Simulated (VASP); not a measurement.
SnO: single point with PBE

SnO:

```
Sn O
1.0
     3.08965   -0.01376   -0.01376
    -0.01376    3.08965   -0.01376
    -0.01376   -0.01376    3.08965
Sn O
1 1
Direct
  0.00000 0.00000 0.00000
  0.50000 0.50000 0.50000
```

The cell was built by a generator and needn't be a form met in nature.

The cell isn't the ideal one: shear_111 strain -1.3%.

- Program: VASP 6.6.1
- Task: single point
- Functional: PBE
- Potentials or basis: VASP PAW PBE potentials, release 64 (Sn_d, O)
- Cutoff: 520 eV
- k mesh: 8 × 8 × 8
- Occupations: fermi-dirac, width 0.02 eV
- Spin: no spin polarisation

```
Pressure               : 4.5 GPa
Band gap on the k mesh : none (metal or under the smearing width)
```

Stress tensor (GPa, compression positive):
```
 4.49 -0.09 -0.09
-0.09  4.49 -0.09
-0.09 -0.09  4.49
```

Levels at points of the mesh, in eV from the Fermi level:
```tsv
k point	band 7	band 8	band 9	band 10	band 11	band 12	band 13	band 14
(0.00, 0.00, 0.00)	-7.60	-2.80	-2.71	-2.71	7.98	7.98	8.09	8.09
(0.50, 0.00, 0.00)	-9.16	-1.98	-1.95	-1.19	0.41	7.19	7.23	10.94
(0.50, 0.50, 0.00)	-5.80	-5.76	-4.86	-1.83	3.37	3.46	8.63	10.13
(0.50, 0.50, 0.50)	-3.57	-3.57	-3.56	-1.22	-0.23	-0.23	-0.06	12.39
```

Wall time 14 s on 1 thread of AMD EPYC 9R45 (Zen 5) (shared host), peak memory 0.13 GiB.
